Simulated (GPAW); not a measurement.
# Ti (Im-3m) in GPAW: notebook, part 2 of 2

GPAW 26.7.0. Earlier steps stand in the parts before.

## Step 3: Fermi surface, LDA

run.py reads:

```python
import json
import numpy as np
from ase.dft.bandgap import bandgap
from ase.io import read, write
from ase.units import GPa
from gpaw import GPAW, PW

atoms = read('Ti.cif')

calc = GPAW(mode=PW(600),
            xc='LDA',
            kpts={'size': (11, 11, 11), 'gamma': True},
            occupations={'name': 'fermi-dirac', 'width': 0.05},
            nbands=14,
            convergence={'density': 1e-05, 'energy': 1e-05},
            maxiter=150,
            txt='gpaw.txt')
atoms.calc = calc
energy = atoms.get_potential_energy()
forces = atoms.get_forces()
stress = atoms.get_stress()
calc.write('gs.gpw')
write('result.traj', atoms)
print(f'Energy: {energy:.6f} eV')
print('Forces (eV/A):')
print(forces.round(4))
print('Stress (GPa):', (stress / GPa).round(3))
print('Fermi level:', round(calc.get_fermi_level(), 4), 'eV')
print(f'Gap: {bandgap(calc)[0]:.4f} eV, direct: {bandgap(calc, direct=True)[0]:.4f} eV')

size = (18, 18, 18)
dense = calc.fixed_density(kpts={'size': size, 'gamma': True}, update_fermi_level=True,
                           convergence={'bands': 'CBM+2.0', 'eigenstates': 1e-7}, txt='dense.txt')
ef = dense.get_fermi_level()
index = np.round(dense.get_bz_k_points() * size).astype(int) % size
recip = 2 * np.pi * atoms.cell.reciprocal()
sheets = []
for s, e_kn in enumerate(dense.eigenvalues()):
    for n in range(e_kn.shape[1] - 2):
        if e_kn[:, n].min() < ef < e_kn[:, n].max():
            e = np.empty(size)
            e[tuple(index.T)] = e_kn[dense.get_bz_to_ibz_map(), n] - ef
            de = np.array([(np.roll(e, -1, c) - np.roll(e, 1, c)) * size[c] / 2 for c in range(3)])
            v = np.linalg.norm(np.einsum('vc,cxyz->vxyz', np.linalg.inv(recip), de), axis=0)
            w = np.exp(-(e / 0.1)**2) / (0.1 * np.pi**0.5)
            sheets.append({'spin': s, 'band': n, 'filled': (e < 0).mean(), 'dos': w.mean(), 'bottom': e.min(), 'top': e.max(),
                           'velocity': (w * v).sum() / w.sum() * 1.519267e5, 'slice': e[:, :, 0].round(3).tolist()})
            print(f'spin {s} band {n}: filled share {sheets[-1]["filled"]:.3f}, from {e.min():.3f} to {e.max():.3f} eV,',
                  f'{w.mean():.3f} states/eV, mean velocity {sheets[-1]["velocity"]:.3e} m/s')
print('Fermi level on the dense mesh:', round(ef, 4), 'eV,', len(sheets), 'sheets')
json.dump({'ef': ef, 'sheets': sheets}, open('fermi.json', 'w'))
```

Ti.cif reads:

```cif
data_Ti
_cell_length_a 2.84229538
_cell_length_b 2.84229538
_cell_length_c 2.84229538
_cell_angle_alpha 109.47122063
_cell_angle_beta 109.47122063
_cell_angle_gamma 109.47122063
_space_group_name_H-M_alt 'P1'
_space_group_name_Hall 'P 1'
_space_group_IT_number 1
loop_
_space_group_symop_operation_xyz
'x,y,z'
loop_
_atom_site_label
_atom_site_type_symbol
_atom_site_symmetry_multiplicity
_atom_site_Wyckoff_symbol
_atom_site_fract_x
_atom_site_fract_y
_atom_site_fract_z
_atom_site_occupancy
Ti1 Ti 1 a 0.0000000000 0.0000000000 0.0000000000 1
```

Potentials or basis: the program's PAW data sets (release 1.2.1) made for this functional, pw.

Launch:

```console
> OMP_NUM_THREADS=1 python run.py
```

gpaw.txt:

```text
__  _  _
 | _ |_)|_||  |
 |__||  | ||/\| - 26.7.0

Input parameters:
  mode=PW(ecut=600.0),
  convergence={'density': 1e-05, 'energy': 1e-05},
  kpts=MonkhorstPack(size=(11, 11, 11), gamma=True),
  maxiter=150,
  nbands=14,
  occupations=Occupations(name='fermi-dirac', width=0.05),
  xc=XC(name='LDA')

Diagonalizing LCAO Hamiltonian
Converting LCAO to pw mode

       Ti

Atoms  # Å, Bohr magnetons
|   | symbol |        x |        y |        z |    initial magnetic moments |
|---|--------|----------|----------|----------|-----------------------------|
| 0 |     Ti | 0.000000 | 0.000000 | 0.000000 | ( 0.0000,  0.0000,  0.0000) |

Unit cell  # Å
| periodic |         x |         y |        z |  lengths |     angles |
|----------|-----------|-----------|----------|----------|------------|
|      yes |  2.842295 |  0.000000 | 0.000000 | 2.842295 | 109.471221 |
|      yes | -0.947432 |  2.679742 | 0.000000 | 2.842295 | 109.471221 |
|      yes | -0.947432 | -1.339871 | 2.320724 | 2.842295 | 109.471221 |

Number of symmetries: 48
Symmetry operations  # r_c * U_cc + t_c -> r_c
|    | kind |            matrix            |
|----|------|------------------------------|
|  0 |  σ   |  1, 1, 1,  0, 0,-1,  0,-1, 0 |
|  1 |  C4  |  1, 1, 1,  0, 0,-1, -1, 0, 0 |
|  2 |  C2  |  1, 1, 1,  0,-1, 0,  0, 0,-1 |
|  3 |  S6  |  1, 1, 1,  0,-1, 0, -1, 0, 0 |
|  4 |  S6  |  1, 1, 1, -1, 0, 0,  0, 0,-1 |
|  5 |  C4  |  1, 1, 1, -1, 0, 0,  0,-1, 0 |
|  6 |  E   |  1, 0, 0,  0, 1, 0,  0, 0, 1 |
|  7 |  σ   |  1, 0, 0,  0, 1, 0, -1,-1,-1 |
[... 144 lines left out ...]
- Maximum [total energy] change in last 3 cyles: 1e-05 eV / valence electron
- Maximum integral of absolute [eigenst]ate change: 4e-08 eV^2 / valence electron
maximum number of iterations: 150

SCF iterations
|iter     | |      energy | eigst |  dens |
|---------|-|-------------|-------|-------|
|iter:   1| |   -7.501536 | -0.08 |       |
|iter:   2| |   -7.451178 | -3.05 | -1.27 |
|iter:   3| |   -7.303754 | -1.90 | -1.33 |
|iter:   4| |   -7.307023 | -3.88 | -2.12 |
|iter:   5| |   -7.308734 | -4.23 | -2.40 |
|iter:   6| |   -7.308746 | -6.41 | -3.66 |
|iter:   7| |   -7.308746c| -6.99 | -3.94 |
|iter:   8| |   -7.308746c| -8.58c| -5.17c|

Converged in 8 steps
Energy contributions relative to reference atoms: (reference = -23173.949059)

Energy contributions:
  Kinetic:           2.719699
  Coulomb:          -2.678569
  Zero:             -0.010556
  External:          0.000000
  Xc:               -7.328507
  Entropy:          -0.021626
  Spinorbit:         0.000000
  ----------------------------
  Free energy:      -7.319559
  Extrapolated:     -7.308746

dipole moment: (-3.026165, -4.279644, -7.412560)  # |e|*Ang

Fermi level: 7.782
Eigenvalues  # (at kpt = [0.000, 0.000, 0.000])
| band index |      eig [eV] | occ [0-2] |
|------------|---------------|-----------|
|          0 |       -48.146 |     2.000 |
|          1 |       -24.340 |     2.000 |
|          2 |       -24.340 |     2.000 |
|          3 |       -24.340 |     2.000 |
|          4 |         1.961 |     2.000 |
|          5 |         8.736 |     0.000 |
|          6 |         8.736 |     0.000 |
|          7 |         8.736 |     0.000 |
|          8 |        10.472 |     0.000 |
|          9 |        10.472 |     0.000 |
|         10 |        25.194 |     0.000 |
|         11 |        25.194 |     0.000 |
|         12 |        25.194 |     0.000 |
|         13 |        30.990 |     0.000 |

No gap
No difference between direct/indirect transitions

Forces  # eV/Ang
|       x |        y |        z |
|---------|----------|----------|
| 0.00000 | -0.00000 | -0.00000 |  # Ti   0

Stress tensor  # eV/Ang^3
|         x |         y |         z |
|-----------|-----------|-----------|
|  0.071234 | -0.000000 | -0.000000 |
| -0.000000 |  0.071234 | -0.000000 |
| -0.000000 | -0.000000 |  0.071234 |

# Writing to gs.gpw (mode='')
```

dense.txt:

```text
Diagonalizing LCAO Hamiltonian
Converting LCAO to pw mode
convergence criteria:
- Maximum integral of absolute [eigenst]ate change: 1e-07 eV^2 / valence electron
maximum number of iterations: 150

SCF iterations
|iter     | |      energy | eigst |  dens |
|---------|-|-------------|-------|-------|
|iter:   1| |             | -0.11 |       |
|iter:   2| |             | -3.00 |       |
|iter:   3| |             | -4.67 |       |
|iter:   4| |             | -6.86 |       |
|iter:   5| |             | -7.78c|       |
SCF steps: 5
  __  _  _
 | _ |_)|_||  |
 |__||  | ||/\| - 26.7.0

Input parameters:
  mode=PW(ecut=600.0),
  convergence={'bands': 'CBM+2.0', 'eigenstates': 1e-07},
  gpts=array([18, 18, 18]),
  kpts=MonkhorstPack(size=(18, 18, 18), gamma=True),
  maxiter=150,
  nbands=14,
  occupations=Occupations(name='fermi-dirac', width=0.05),
  xc=XC(name='LDA')
```

It took 25 s on 1 thread of AMD EPYC 7B13 (Zen 3), shared host; peak memory 0.2 GiB.

What came out:

* Free energy: -7.3196 eV
* Pressure: -11.4 GPa
* Band gap on the k mesh: none (metal or under the smearing width)

## Step 4: Ts, PBE+TS

run.py reads:

```python
from ase.calculators.vdwcorrection import vdWTkatchenko09prl
from ase.dft.bandgap import bandgap
from ase.io import read, write
from gpaw import GPAW
from gpaw.analyse.hirshfeld import HirshfeldPartitioning
from gpaw.analyse.vdwradii import vdWradii
from gpaw.mpi import world

atoms = read('POSCAR')

calc = GPAW(mode='fd',
            h=0.16,
            xc='PBE',
            kpts={'size': (5, 5, 5), 'gamma': True},
            occupations={'name': 'fermi-dirac', 'width': 0.3},
            nbands=14,
            convergence={'density': 1e-05, 'energy': 1e-05},
            maxiter=100,
            legacy_gpaw=True,
            txt='gpaw.txt')
atoms.calc = calc
energy = atoms.get_potential_energy()
forces = atoms.get_forces()
calc.write('gs.gpw')
write('result.traj', atoms)
print(f'Energy: {energy:.6f} eV')
print('Forces (eV/A):')
print(forces.round(4))
print('Fermi level:', round(calc.get_fermi_level(), 4), 'eV')
print(f'Gap: {bandgap(calc)[0]:.4f} eV, direct: {bandgap(calc, direct=True)[0]:.4f} eV')

hirshfeld = HirshfeldPartitioning(calc)
print('Hirshfeld volume ratios:', *hirshfeld.get_effective_volume_ratios().round(4))
atoms.calc = vdWTkatchenko09prl(hirshfeld, vdWradii(atoms.get_chemical_symbols(), 'PBE', world=world), Rmax=15.0, txt='-')
total = atoms.get_potential_energy()
print(f'Energy with TS dispersion: {total:.6f} eV, dispersion {total - energy:.6f} eV')
print('Forces with TS dispersion:', *atoms.get_forces().round(5).ravel())
```

POSCAR reads:

```
Ti
1.0
   -1.6410000000      1.6410000000      1.6410000000
    1.6410000000     -1.6410000000      1.6410000000
    1.6410000000      1.6410000000     -1.6410000000
Ti
1
Direct
    0.0000000000      0.0000000000      0.0000000000
```

Potentials or basis: GPAW PAW data sets (gpaw-data 1.2.1), fd.

Launch:

```console
> OMP_NUM_THREADS=1 python run.py
```

gpaw.txt:

```text
___ ___ ___ _ _ _
 |   |   |_  | | | |
 | | | | | . | | | |
 |__ |  _|___|_____|  26.7.0
 |___|_|

Input parameters:
  convergence: {density: 1e-05,
                energy: 1e-05}
  h: 0.16
  kpts: {gamma: True,
         size: (5, 5, 5)}
  maxiter: 100
  mode: fd
  nbands: 14
  occupations: {name: fermi-dirac,
                width: 0.3}
  xc: PBE

System changes: positions, numbers, cell, pbc, initial_charges, initial_magmoms

Initialize ...

species:
  Ti:
    name:    Titanium
    Z:       22.0
    valence: 12
    core:    10
    charge:  0.0  # [|e|]
    compensation charges:
      type: gauss
      rc: 0.38  # [Å]
      lmax: 2
    cutoffs:
      filter: 2.23  # [Å]
      core: 1.02  # [Å]
    projectors
    | kind |    occ | energy [eV] | rcut [Å] |
    |------|--------|-------------|----------|
    |   3s |  2.000 |     -62.623 |    1.270 |
    |   4s |  2.000 |      -4.466 |    1.270 |
    |   3p |  6.000 |     -38.862 |    1.058 |
    |   4p |  0.000 |      -1.466 |    1.058 |
[... 119 lines left out ...]

Positions:
   0 Ti     0.000000    0.000000    0.000000    ( 0.0000,  0.0000,  0.0000)

Unit cell:
           periodic     x           y           z      points  spacing
  1. axis:    yes   -1.641000    1.641000    1.641000    16     0.1450
  2. axis:    yes    1.641000   -1.641000    1.641000    16     0.1450
  3. axis:    yes    1.641000    1.641000   -1.641000    16     0.1450

  Lengths:   2.842295   2.842295   2.842295
  Angles:  109.471221 109.471221 109.471221

Effective grid spacing dv^(1/3) = 0.1628

iter:   1    -6.847970
iter:   2    -6.816826   -0.74  -1.39
iter:   3    -6.703137   -0.76  -1.42
iter:   4    -6.650872   -1.96  -1.87
iter:   5    -6.653559   -2.41  -2.27
iter:   6    -6.653505   -3.48  -3.10
iter:   7    -6.653378   -4.00  -3.62
iter:   8    -6.653482   -4.60  -3.72
iter:   9    -6.653482c  -5.26  -4.73
iter:  10    -6.653477c  -5.98  -5.00
iter:  11    -6.653479c  -6.55  -5.60c
iter:  12    -6.653479c  -7.16  -5.73c
iter:  13    -6.653478c  -7.75c -6.15c

Converged after 13 iterations.

Dipole moment: (-0.320089, -0.320089, -0.320089) |e|*Ang

Energy contributions relative to reference atoms: (reference = -23224.014282)

Kinetic:         +5.991200
Potential:       -5.620170
External:        +0.000000
XC:              -6.789873
Entropy (-ST):   -0.551038
Local:           +0.040883
SIC:             +0.000000
--------------------------
Free energy:     -6.928997
Extrapolated:    -6.653478

Showing only first 2 kpts
 Kpt  Band  Eigenvalues  Occupancy
  0     4      2.20715    2.00000
  0     5      9.09609    0.07804
  0     6      9.09609    0.07804
  0     7      9.09728    0.07774

  1     4      3.45700    2.00000
  1     5      8.57992    0.36983
  1     6      8.76771    0.21638
  1     7     10.01624    0.00377

Fermi level: 8.13490

No gap
No difference between direct/indirect transitions

Forces in eV/Ang:
  0 Ti    0.00000    0.00000   -0.00000

Writing to gs.gpw (mode='')
```

stdout:

```text
Energy: -6.653478 eV
Forces (eV/A):
[[ 0.  0. -0.]]
Fermi level: 8.1349 eV
Gap: 0.0000 eV, direct: 0.0000 eV
Hirshfeld volume ratios: 1.0656

vdWTkatchenko09prl
vdW correction: -0.9662814892441983
Energy:         -7.619759681364119

Forces in eV/Ang:
  0 Ti    0.00000    0.00000   -0.00000
Energy with TS dispersion: -7.619760 eV, dispersion -0.966281 eV
Forces with TS dispersion: 0.0 0.0 -0.0
```

Run time: 10 s. Hardware: 1 thread of AMD EPYC 7B13 (Zen 3), shared host; peak memory 0.2 GiB.

The run converged, but some of its settings lie outside the range that counts as converged, so its numbers aren't taken as properties of the crystal.

Results:

* Free energy: -7.8953 eV
* Band gap on the k mesh: none (metal or under the smearing width)
* Dispersion energy per atom: -0.966 eV

Caveat: the k mesh is coarse (spacing up to 0.54 Å⁻¹), so the values aren't converged; the real-space grid adds noise to forces; pairwise dispersion overbinds metals, which lowers pressure and volume.

## Step 5: Elastic constants, PBEsol, 17.68 Å³/atom

run.py reads:

```python
import json
import numpy as np
import spglib
from ase import Atoms
from ase.constraints import FixSymmetry
from ase.filters import FrechetCellFilter
from ase.io import write
from ase.optimize import BFGS
from ase.stress import full_3x3_to_voigt_6_stress, voigt_6_to_full_3x3_strain, voigt_6_to_full_3x3_stress
from ase.units import GPa
from gpaw import GPAW, PW, setup_paths

setup_paths.insert(0, '.')

atoms = Atoms(['Ti'],
              cell=[[-1.641, 1.641, 1.641],
                    [1.641, -1.641, 1.641],
                    [1.641, 1.641, -1.641]],
              scaled_positions=[[0.0, 0.0, 0.0]],
              pbc=True)

calc = GPAW(mode=PW(600),
            xc='PBEsol',
            kpts={'size': (11, 11, 11), 'gamma': True},
            occupations={'name': 'fermi-dirac', 'width': 0.05},
            nbands=23,
            convergence={'density': 1e-06, 'eigenstates': 1e-09},
            maxiter=50,
            txt='gpaw.txt')
atoms.calc = calc
atoms.set_constraint(FixSymmetry(atoms))
BFGS(FrechetCellFilter(atoms), trajectory='relax.traj', logfile='-').run(fmax=0.005, steps=40)
atoms.set_constraint()
energy = atoms.get_potential_energy()
forces = atoms.get_forces()
stress = atoms.get_stress()
calc.write('gs.gpw')
write('result.traj', atoms)
print('Cell:', atoms.cell.cellpar().round(4))
print(atoms.get_scaled_positions().round(5))

gpts = tuple(int(n) for n in calc.get_number_of_grid_points())
cell = atoms.cell[:].T
dataset = spglib.get_symmetry((atoms.cell[:], atoms.get_scaled_positions(), atoms.numbers), symprec=1e-4)
rotations = [cell @ w @ np.linalg.inv(cell) for w in dataset['rotations']]
strains, clamped, relaxed = [], [], []
for v in [0, 3]:
    for e in (-0.005, 0.005):
        voigt = np.zeros(6)
        voigt[v] = e
        F = voigt_6_to_full_3x3_strain(voigt)
        a = atoms.copy()
        a.set_cell(atoms.cell[:] @ F, scale_atoms=True)
        c = GPAW(mode=PW(600),
                 xc='PBEsol',
                 kpts={'size': (11, 11, 11), 'gamma': True},
                 occupations={'name': 'fermi-dirac', 'width': 0.05},
                 nbands=23,
                 convergence={'density': 1e-06, 'eigenstates': 1e-09},
                 maxiter=50,
                 gpts=gpts,
                 txt=f'strain-{v}{e:+.3f}.txt')
        a.calc = c
        s0 = s1 = a.get_stress() - stress
        print(v, e, 'clamped', (s0 / GPa).round(3), 'relaxed', (s1 / GPa).round(3), flush=True)
        for R in rotations:  # images under the point group
            eps = R @ (F - np.eye(3)) @ R.T
            strains.append(full_3x3_to_voigt_6_stress(eps) * [1, 1, 1, 2, 2, 2])
            for s, rows in ((s0, clamped), (s1, relaxed)):
                rows.append(full_3x3_to_voigt_6_stress(R @ voigt_6_to_full_3x3_stress(s) @ R.T))

C0, C = (np.linalg.lstsq(np.array(strains), np.array(s), rcond=None)[0].T / GPa for s in (clamped, relaxed))
print('Clamped-ion Cij (GPa):')
print(C0.round(1))
print('Relaxed-ion Cij (GPa):')
print(C.round(1))
json.dump({'clamped': C0.tolist(), 'relaxed': C.tolist()}, open('elastic.json', 'w'))
```

Potentials or basis: PAW data sets generated in the run's folder for this functional, pw.

Launch:

```console
> gpaw-setup -f PBEsol Ti
> OMP_NUM_THREADS=1 python run.py
```

It took 2.6 min on 1 thread of AMD EPYC 7B13 (Zen 3), shared host; peak memory 0.27 GiB.

It converged, with:

```
Free energy                            : -7.0771 eV
Relaxed volume                         : 16.47 Å³/atom
Relaxed cell                           : a = 2.776 Å, b = 2.776 Å, c = 2.776 Å, α = 109.47°, β = 109.47°, γ = 109.47°
Space group after relaxing (to 0.05 Å) : Im-3m (No. 229)
Pressure after relaxing                : 0.0 GPa
Band gap on the k mesh                 : none (metal or under the smearing width)
Elastic constants C11, C12, C44        : 75, 136, 38 GPa
Voigt bulk modulus                     : 115 GPa
```

Caveat: the density grid can change from cell to cell, which puts small steps into energies and stress; the elastic tensor has a negative eigenvalue, so either the cell is unstable as it stands or the mesh is too thin.
